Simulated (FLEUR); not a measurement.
**MgS under changes of volume**

One of the cells (22.740 Å³/atom); the others are scaled copies at fixed shape and fractional positions:

```xyz
2
Lattice="0.0000 2.8331 2.8331 2.8331 0.0000 2.8331 2.8331 2.8331 0.0000" Properties=species:S:1:pos:R:3 pbc="T T T"
S     1.4166    1.4166    1.4166
Mg    0.0000    0.0000    0.0000
```

The cell comes from a database or a generator and needn't be the stable form of this composition.

| Quantity | Value |
| --- | --- |
| Program | FLEUR MaX-R8.1 (later development tree) |
| Functional | SCAN |
| Potentials or basis | all-electron |
| Basis | FLAPW |
| Kmax | 4.71 1/bohr |
| k mesh | 8 × 8 × 8 |
| Occupations | fermi-dirac, width 0.05 eV |
| Spin | no spin polarisation |

```tsv
volume (Å³/atom)	energy over the lowest point (meV/atom)	gap on the mesh (eV)
21.376	13.20	4.31
21.831	4.85	4.33
22.740	0.00	4.18
23.650	8.20	3.98
24.105	?	?
```

**Question.** What does the run at 24.105 Å³/atom give?

**Answer.** Energy over the lowest point 16.50 meV/atom; gap on the mesh 3.88 eV.

Worked out: A Birch-Murnaghan fit of order 2 (a polynomial in V^(-2/3)) to the other rows has its minimum at 22.60 Å³/atom with B0 = V·E''(V) = 59 GPa. It gives 16.50 meV/atom at 24.105 Å³/atom, against the run's 16.50. A parabola through the other rows of the gap, of slope -8.32 eV per unit of ln V there, extrapolates to 3.83 eV, against the run's 3.88. The fit is too stiff a form for this range.

Energies are extrapolated to zero smearing.

Caveats: the meta-GGA is that of a development version, with a GGA for the radial functions and cores and without core tails.

A mesh can miss the band edges.
